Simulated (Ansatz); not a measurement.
**PtSe2: energy along a strain**

PtSe2, P-3m1, a = 3.724 Å, c = 5.062 Å (as given, not relaxed at this level: 7.3 GPa, forces to 0.57 eV/Å). Ansatz: PBE, PAW, 420 eV, Γ-centred 12×12×10 mesh on 3 atoms, Gaussian smearing 0.15 eV; no spin polarisation. Cell vectors (Å): 3.724 0.000 0.000; -1.862 3.225 0.000; 0.000 0.000 5.062. The cell is strained by x per cent times the pattern (0 0 0 0 1 0) in the order xx yy zz yz xz xy (engineering shears), with fractional coordinates held. y is the free energy over the start, V0 = 20.265 Å³/atom. Symmetry makes y even in x.

| x (%) | y (meV/atom) |
| --- | --- |
| -4.00 | ? |
| -2.00 | 2.35 |
| 0.00 | 0.00 |
| 0.50 | 0.15 |
| 1.00 | 0.59 |
| 1.50 | 1.32 |
| 2.50 | 3.68 |
| 3.00 | 5.30 |
| 3.50 | 7.22 |

Q: Fit y = c2 x² + c4 x⁴ to the other rows, get the stiffness along the pattern, and predict the missing energy.

A: Least squares on the rows shown. y = 0.5874 x² + 0.0001657 x⁴. The clamped-ion stiffness p·C·p = 2 × 5.874 eV × 160.2 / 20.265 Å³ = 93 GPa, which is C55 in these axes (second derivative at the start, which stands under stress). At x = -4.00 the fit asked for gives 9.44 meV/atom. The run gave 9.43 meV/atom, so the fit is 0.01 meV/atom too high, a small miss on the scale of the series.

Spin–orbit coupling is left out, which can shift energies with elements as heavy as these.

The energy rises almost purely quadratically with shear, and the withheld point confirms that this holds slightly beyond the fitted amplitudes. The quartic term is so small that its positive sign is weak evidence of real stiffening.

The xz shear tilts the c axis away from the layer normal. With fractional coordinates held, the deformation is spread uniformly through the cell, so it distorts the Pt–Se bond angles within each layer as well as sliding neighbouring layers past one another. The directional, covalent Pt d–Se p bonding resists the first motion strongly, which probably accounts for much of the 93 GPa. In a real crystal the atoms can readjust, concentrating the shear in the softer region between the layers, so the relaxed stiffness should be appreciably lower. The value is therefore a poor measure of how easily the layers slide, and the total energy alone cannot separate the intralayer and interlayer contributions.
